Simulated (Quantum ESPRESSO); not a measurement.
# PbO2 (P1) in Quantum ESPRESSO: convergence with wavefunction cutoff

Aim: find how far wavefunction cutoff must go before the results for PbO2 settle, at PBE. This setting moves, with any that are tied to it; all else stays.

Program: Quantum ESPRESSO 7.5. These are calculated values, not measurements. Logs are shortened: lines on timing, memory, paths and dates and some standing lists are left out, and cuts for length are marked.

## Step 1: The cell of the first run

The typed cell holds 3 atoms: a = 3.821 Å, b = 3.821 Å, c = 3.821 Å, α = 60.00°, β = 60.00°, γ = 60.00°.

The cell comes from a database or a generator and needn't be the stable form of this composition.

The cell isn't the ideal one: atoms moved at random, drawn with an rms of 0.1 Å.

## Step 2: With wavefunction cutoff 18 Ry

The input, pw.in:

```
&CONTROL
  calculation = 'scf'
  prefix = 'pwscf'
  outdir = './tmp'
  pseudo_dir = './pseudo'
  tprnfor = .true.
  tstress = .true.
  disk_io = 'nowf'
/
&SYSTEM
  ibrav = 0
  nat = 3
  ntyp = 2
  ecutwfc = 18
  ecutrho = 360
  nbnd = 20
  occupations = 'smearing'
  smearing = 'fd'
  degauss = 0.00999582
/
&ELECTRONS
  conv_thr = 6d-10
  electron_maxstep = 120
  mixing_beta = 0.5
/
ATOMIC_SPECIES
Pb   207.2000 pb_pbe_v1.uspp.F.UPF
O     15.9990 o_pbe_v1.2.uspp.F.UPF
CELL_PARAMETERS angstrom
   0.0000000000    2.7019920000    2.7019920000
   2.7019920000    0.0000000000    2.7019920000
   2.7019920000    2.7019920000    0.0000000000
ATOMIC_POSITIONS crystal
Pb     0.0044800000    0.0253620000   -0.0228270000
O      0.7621200000    0.7241640000    0.7517690000
O      0.2493720000    0.2378440000    0.2291890000
K_POINTS automatic
6 6 6 0 0 0
```

Potentials or basis: GBRV 1.5 PBE.

Run with:

```bash
$ OMP_NUM_THREADS=1 pw.x -in pw.in > pw.out
```

It took 17 s on 1 thread of Arm Neoverse V1, shared host; peak memory 0.14 GiB.

Results:

```yaml
Free_energy: -3098.8851 eV
Pressure: -166.8 GPa
Largest_force: 1.356 eV/Å
Band_gap_on_the_k_mesh: none (metal or under the smearing width)
```

## Step 3: With wavefunction cutoff 22 Ry

pw.in, as its differences from that of step 2:

```diff
@@ -13,3 +13,3 @@
   ntyp = 2
-  ecutwfc = 18
+  ecutwfc = 22
   ecutrho = 360
```

Potentials or basis: GBRV 1.5 PBE.

Run with:

```bash
$ OMP_NUM_THREADS=1 pw.x -in pw.in > pw.out
```

Run time: 31 s. Hardware: 1 thread of Arm Neoverse V1, shared host; peak memory 0.15 GiB.

What came out:

```
Free energy            : -3106.9357 eV
Pressure               : -61.0 GPa
Largest force          : 1.112 eV/Å
Band gap on the k mesh : none (metal or under the smearing width)
```

## Step 4: With wavefunction cutoff 27 Ry

pw.in, as its differences from that of step 3:

```diff
@@ -13,3 +13,3 @@
   ntyp = 2
-  ecutwfc = 22
+  ecutwfc = 27
   ecutrho = 360
```

Run with:

```bash
$ OMP_NUM_THREADS=1 pw.x -in pw.in > pw.out
```

Run time: 33 s. Hardware: 1 thread of Arm Neoverse V1, shared host; peak memory 0.15 GiB.

Results:

```yaml
Free_energy: -3109.6753 eV
Pressure: -16.1 GPa
Largest_force: 1.159 eV/Å
Band_gap_on_the_k_mesh: none (metal or under the smearing width)
```

## Step 5: With wavefunction cutoff 31 Ry

pw.in, as its differences from that of step 4:

```diff
@@ -13,3 +13,3 @@
   ntyp = 2
-  ecutwfc = 27
+  ecutwfc = 31
   ecutrho = 360
```

Run with:

```bash
$ OMP_NUM_THREADS=1 pw.x -in pw.in > pw.out
```

Wall time 31 s (1 thread of Arm Neoverse V1, shared host); peak memory 0.16 GiB.

What came out:

| Property | Result |
| --- | --- |
| Free energy | -3110.2574 eV |
| Pressure | -3.5 GPa |
| Largest force | 1.159 eV/Å |
| Band gap on the k mesh | none (metal or under the smearing width) |

## Step 6: With wavefunction cutoff 36 Ry

pw.in, as its differences from that of step 5:

```diff
@@ -13,3 +13,3 @@
   ntyp = 2
-  ecutwfc = 31
+  ecutwfc = 36
   ecutrho = 360
```

Potentials or basis: GBRV 1.5 PBE.

Run with:

```bash
$ OMP_NUM_THREADS=1 pw.x -in pw.in > pw.out
```

It took 46 s on 1 thread of Arm Neoverse V1, shared host; peak memory 0.16 GiB.

It converged, with:

| Quantity | Value |
| --- | --- |
| Free energy | -3110.4025 eV |
| Pressure | 1.3 GPa |
| Largest force | 1.160 eV/Å |
| Band gap on the k mesh | none (metal or under the smearing width) |

## Step 7: With wavefunction cutoff 40 Ry

pw.in, as its differences from that of step 6:

```diff
@@ -13,3 +13,3 @@
   ntyp = 2
-  ecutwfc = 36
+  ecutwfc = 40
   ecutrho = 360
```

Run with:

```bash
$ OMP_NUM_THREADS=1 pw.x -in pw.in > pw.out
```

Wall time 56 s (1 thread of Arm Neoverse V1, shared host); peak memory 0.17 GiB.

The run converged. Its results:

* Free energy: -3110.4153 eV
* Pressure: 2.0 GPa
* Largest force: 1.160 eV/Å
* Band gap on the k mesh: none (metal or under the smearing width)

## Step 8: With wavefunction cutoff 45 Ry

pw.in, as its differences from that of step 7:

```diff
@@ -13,3 +13,3 @@
   ntyp = 2
-  ecutwfc = 40
+  ecutwfc = 45
   ecutrho = 360
```

Run with:

```bash
$ OMP_NUM_THREADS=1 pw.x -in pw.in > pw.out
```

It took 49 s on 1 thread of Arm Neoverse V1, shared host; peak memory 0.18 GiB.

The run converged. Its results:

- Free energy: -3110.4194 eV
- Pressure: 1.9 GPa
- Largest force: 1.158 eV/Å
- Band gap on the k mesh: none (metal or under the smearing width)

## Step 9: With wavefunction cutoff 54 Ry

pw.in, as its differences from that of step 8:

```diff
@@ -13,4 +13,4 @@
   ntyp = 2
-  ecutwfc = 45
-  ecutrho = 360
+  ecutwfc = 54
+  ecutrho = 432
   nbnd = 20
```

Potentials or basis: GBRV 1.5 PBE.

Run with:

```bash
$ OMP_NUM_THREADS=1 pw.x -in pw.in > pw.out
```

Run time: 93 s. Hardware: 1 thread of Arm Neoverse V1, shared host; peak memory 0.23 GiB.

The run converged. Its results:

| Quantity | Value |
| --- | --- |
| Free energy | -3110.4345 eV |
| Pressure | 1.8 GPa |
| Largest force | 1.158 eV/Å |
| Band gap on the k mesh | none (metal or under the smearing width) |

## Step 10: With wavefunction cutoff 68 Ry

pw.in, as its differences from that of step 9:

```diff
@@ -13,4 +13,4 @@
   ntyp = 2
-  ecutwfc = 54
-  ecutrho = 432
+  ecutwfc = 68
+  ecutrho = 544
   nbnd = 20
```

Potentials or basis: GBRV 1.5 PBE.

Run with:

```bash
$ OMP_NUM_THREADS=1 pw.x -in pw.in > pw.out
```

pw.out:

```text
This program is part of the open-source Quantum ESPRESSO suite
     for quantum simulation of materials; please cite
[... 6 lines left out ...]
     --------------------
     sticks:   dense  smooth     PW     G-vecs:    dense   smooth      PW
     Sum        1945     967    295                57001    20107    3287

     Using Slab Decomposition

     bravais-lattice index     =            0
     lattice parameter (alat)  =       7.2210  a.u.
     unit-cell volume          =     266.2434 (a.u.)^3
     number of atoms/cell      =            3
     number of atomic types    =            2
     number of electrons       =        26.00
     number of Kohn-Sham states=           20
     kinetic-energy cutoff     =      68.0000  Ry
     charge density cutoff     =     544.0000  Ry
     scf convergence threshold =      6.0E-10
     mixing beta               =       0.5000
     number of iterations used =            8  plain     mixing
     Exchange-correlation= SLA  PW   PBE  PBE
                           (   1   4   3   4   0   0   0)

     celldm(1)=   7.221010  celldm(2)=   0.000000  celldm(3)=   0.000000
     celldm(4)=   0.000000  celldm(5)=   0.000000  celldm(6)=   0.000000

     crystal axes: (cart. coord. in units of alat)
               a(1) = (   0.000000   0.707107   0.707107 )
               a(2) = (   0.707107   0.000000   0.707107 )
               a(3) = (   0.707107   0.707107   0.000000 )

     reciprocal axes: (cart. coord. in units 2 pi/alat)
               b(1) = ( -0.707107  0.707107  0.707107 )
               b(2) = (  0.707107 -0.707107  0.707107 )
               b(3) = (  0.707107  0.707107 -0.707107 )

     PseudoPot. # 1 for Pb read from file:
     pb_pbe_v1.uspp.F.UPF
     Pseudo is Ultrasoft + core correction, Zval = 14.0
     Generated by new atomic code, or converted to UPF format
     Using radial grid of  899 points,  6 beta functions with:
                l(1) =   0
                l(2) =   0
                l(3) =   1
                l(4) =   1
                l(5) =   2
                l(6) =   2
     Q(r) pseudized with  6 coefficients,  rinner =    1.000   1.000   1.000
                                                       1.000   1.000

     PseudoPot. # 2 for O  read from file:
     o_pbe_v1.2.uspp.F.UPF
     Pseudo is Ultrasoft + core correction, Zval =  6.0
     Generated by new atomic code, or converted to UPF format
     Using radial grid of  737 points,  5 beta functions with:
                l(1) =   0
                l(2) =   0
                l(3) =   1
                l(4) =   1
                l(5) =   2
     Q(r) pseudized with  8 coefficients,  rinner =    0.900   0.900   0.900
                                                       0.900   0.900

     atomic species   valence    mass     pseudopotential
     Pb               14.00   207.20000     Pb( 1.00)
     O                 6.00    15.99900     O ( 1.00)

     No symmetry found

   Cartesian axes

     site n.     atom                  positions (alat units)
         1        Pb     tau(   1) = (   0.0017925  -0.0129733   0.0211015  )
         2        O      tau(   2) = (   1.0436422   1.0704812   1.0509615  )
         3        O      tau(   3) = (   0.3302422   0.3383937   0.3445137  )

     number of k points=   112  Fermi-Dirac smearing, width (Ry)=  0.0100

     Number of k-points >= 100: set verbosity='high' to print them.

     Dense  grid:    57001 G-vectors     FFT dimensions: (  54,  54,  54)

     Smooth grid:    20107 G-vectors     FFT dimensions: (  40,  40,  40)

     Check: negative core charge=   -0.000001

     Initial potential from superposition of free atoms

     starting charge      25.9976, renormalised to      26.0000

     negative rho (up, down):  1.566E-02 0.000E+00
     Starting wfcs are   17 randomized atomic wfcs +    3 random wfcs

     Self-consistent Calculation

     iteration #  1     ecut=    68.00 Ry     beta= 0.50
     Davidson diagonalization with overlap
     ethr =  1.00E-02,  avg # of iterations =  4.9

     negative rho (up, down):  1.473E-02 0.000E+00

     total energy              =    -228.33606584 Ry
     estimated scf accuracy    <       0.76087471 Ry

     iteration #  2     ecut=    68.00 Ry     beta= 0.50
     Davidson diagonalization with overlap
     ethr =  2.93E-03,  avg # of iterations =  2.0
[... 93 lines left out ...]
     iteration # 11     ecut=    68.00 Ry     beta= 0.50
     Davidson diagonalization with overlap
     ethr =  3.99E-12,  avg # of iterations =  3.9

     negative rho (up, down):  1.578E-02 0.000E+00

     End of self-consistent calculation

     Number of k-points >= 100: set verbosity='high' to print the bands.

     the Fermi energy is    10.1259 ev

!    total energy              =    -228.61332868 Ry
     estimated scf accuracy    <          2.0E-10 Ry
     smearing contrib. (-TS)   =      -0.00247361 Ry
     internal energy E=F+TS    =    -228.61085506 Ry

     The total energy is F=E-TS. E is the sum of the following terms:
     one-electron contribution =     -35.36165559 Ry
     hartree contribution      =      38.89891383 Ry
     xc contribution           =     -78.03562665 Ry
     ewald contribution        =    -154.11248666 Ry

     convergence has been achieved in  11 iterations

     negative rho (up, down):  1.578E-02 0.000E+00

     Forces acting on atoms (cartesian axes, Ry/au):

     atom    1 type  1   force =    -0.02871775    0.00876088   -0.03355044
     atom    2 type  2   force =     0.01278460   -0.03006583    0.01907330
     atom    3 type  2   force =     0.01593315    0.02130495    0.01447714

     Total force =     0.066149     Total SCF correction =     0.000008

     Computing stress (Cartesian axis) and pressure

     negative rho (up, down):  1.578E-02 0.000E+00
          total   stress  (Ry/bohr**3)                   (kbar)     P=       19.55
   0.00011917  -0.00003606   0.00013427           17.53       -5.31       19.75
  -0.00003606   0.00017127  -0.00003033           -5.31       25.19       -4.46
   0.00013427  -0.00003033   0.00010830           19.75       -4.46       15.93

=------------------------------------------------------------------------------=
   JOB DONE.
=------------------------------------------------------------------------------=
```

Run time: 2 min. Hardware: 1 thread of Arm Neoverse V1, shared host; peak memory 0.31 GiB.

Results:

* Free energy: -3110.4428 eV
* Pressure: 2.0 GPa
* Largest force: 1.158 eV/Å
* Band gap on the k mesh: none (metal or under the smearing width)

## Step 11: The series at a glance

```
wavefunction cutoff  energy less the tightest run, at zero smearing (meV/atom)  pressure (GPa)  largest force (eV/Å)  SCF cycles  CPU time (s)  peak memory (GiB)
              18 Ry                                                    3852.82         -166.82                 1.356          10            17               0.14
              22 Ry                                                    1169.46          -61.03                 1.112          11            31               0.15
              27 Ry                                                     255.77          -16.11                 1.159          11            33               0.15
              31 Ry                                                      61.82           -3.46                 1.159          10            31               0.16
              36 Ry                                                      13.42            1.26                 1.160          10            46               0.16
              40 Ry                                                       9.18            2.00                 1.160          11            56               0.17
              45 Ry                                                       7.79            1.88                 1.158          11            49               0.18
              54 Ry                                                       2.77            1.84                 1.158          11            93               0.23
              68 Ry                                                       0.00            1.96                 1.158          11           120               0.31
```

Against the tightest run, the largest force stays within 0.005 eV/Å from 27 Ry on. Not settled before the last step: the energy (to 1 meV/atom), the pressure (to 0.1 GPa). The tightest run that finished is the yardstick and may itself not be fully converged.
